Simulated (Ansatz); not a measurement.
# InSb: the cost of one run

Computed with Ansatz 0.2.0 (DFT PBE, scalar-relativistic, plane waves, PAW, unless a step's input says otherwise).

1 further run of the same task is left out (for a known fault of the program).

## 1. The structure to begin with

Symmetry: P4/mmm, No. 123, tetragonal system. Conventional cell: a = 3.077 Å, b = 3.077 Å, c = 6.215 Å, α = 90.00°, β = 90.00°, γ = 90.00°. In (site symmetry 4/mmm) has 4 In at 3.08 Å and 2 Sb at 3.11 Å as nearest neighbours. Around Sb (site symmetry 4/mmm) lie 4 Sb at 3.08 Å and 2 In at 3.11 Å.

Structure file:

```
In Sb
1.0
     3.07666    0.00000    0.00000
     0.00000    3.07666    0.00000
     0.00000    0.00000    6.21547
In Sb
1 1
Direct
  0.00000 0.00000 0.00000
  0.00000 0.00000 0.50000
```

Source of the structure: the Materials Project (structure only).

(A quick probe on a coarse mesh, which set the mesh and smearing, is not shown.)

## 3. The relaxation

The input, input.yaml:

```yaml
crystal:
  lattice:
    - [3.076656, 0.0, 0.0]
    - [0.0, 3.076656, 0.0]
    - [0.0, 0.0, 6.21547]
  atoms:
    - { symbol: In, position: [0.0, 0.0, 0.0] }
    - { symbol: Sb, position: [0.0, 0.0, 0.5] }
basis:
  ecutwfc: 420
kpoints:
  mp_grid: { grid: [14, 14, 8] }
hamiltonian:
  xc: pbe
scf:
  occupations: { method: gaussian, width: 0.1 }
output:
  forces: true
  stress: true
  eigenvalues: true
  write_density: true
  write_potential: true
  elf: true
  volumetric_format: npy
relax:
  adjacent_minimum: "off"
  f_tol: 0.005
  max_steps: 80
  cell: { stress_tol: 0.05 }
```

Launch:

```bash
$ ansatz run input.yaml --threads 1 --pin off --max-ram 2560MiB --backend cpu --events-out ev --progress --plain --runs-dir out
```

What time and memory should one allow on 1 thread of AMD EPYC 9R45 (Zen 5), shared host?

About 14 s, with a peak of 0.53 GiB.
